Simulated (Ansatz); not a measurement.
# SiC: the cost of one run

Method: DFT PBE, scalar-relativistic, plane waves, PAW, in Ansatz 0.2.0.

2 further runs of the same task are left out: 2 set aside as unsound or not needed.

## Step 1: The system as given

The structure is hexagonal, space group P6_3mc (No. 186). Conventional cell: a = 3.092 Å, b = 3.092 Å, c = 5.074 Å, α = 90.00°, β = 90.00°, γ = 120.00°. Around Si (site symmetry 3m) lie 4 C at 1.89 to 1.91 Å. Around C (site symmetry 3m) lie 4 Si at 1.89 to 1.91 Å.

Structure file:

```
Si C
1.0
     3.09177    0.00000    0.00000
    -1.54588    2.67755    0.00000
     0.00000    0.00000    5.07402
Si C
2 2
Direct
  0.33333 0.66667 0.00456
  0.66667 0.33333 0.50456
  0.33333 0.66667 0.38044
  0.66667 0.33333 0.88044
```

This cell was relaxed beforehand with the same method: volume 10.50 Å³/atom, gap on the mesh 2.31 eV.

## Step 2: Relaxing to 0.001 eV/Å

The response runs start from a cell at rest, found with their own mesh and filling of the bands.

input.yaml

```yaml
crystal:
  lattice:
    - [3.091766411, 0.0, 0.0]
    - [-1.5458832055, 2.6775482545, 0.0]
    - [0.0, 0.0, 5.0740211779]
  atoms:
    - { symbol: Si, position: [0.3333333333, 0.6666666667, 0.0045635313] }
    - { symbol: Si, position: [0.6666666667, 0.3333333333, 0.5045635313] }
    - { symbol: C, position: [0.3333333333, 0.6666666667, 0.3804364687] }
    - { symbol: C, position: [0.6666666667, 0.3333333333, 0.8804364687] }
basis:
  ecutwfc: 420
kpoints:
  mp_grid: { grid: [12, 12, 6] }
hamiltonian:
  xc: pbe
scf:
  occupations: { method: fixed }
output:
  forces: true
  stress: true
  eigenvalues: true
relax:
  adjacent_minimum: "off"
  f_tol: 0.001
  max_steps: 60
  cell: { stress_tol: 0.01 }
```

Started as:

```console
> ansatz run input.yaml --threads 1 --pin off --max-ram 3072MiB --backend cpu --events-out ev --progress --plain --runs-dir out
```

**Question.** How long does this run take on 1 thread of Intel Xeon Platinum 8375C at 2.90GHz (Ice Lake), shared host, and how much memory does it need?

About 12 s, with a peak of 0.41 GiB.
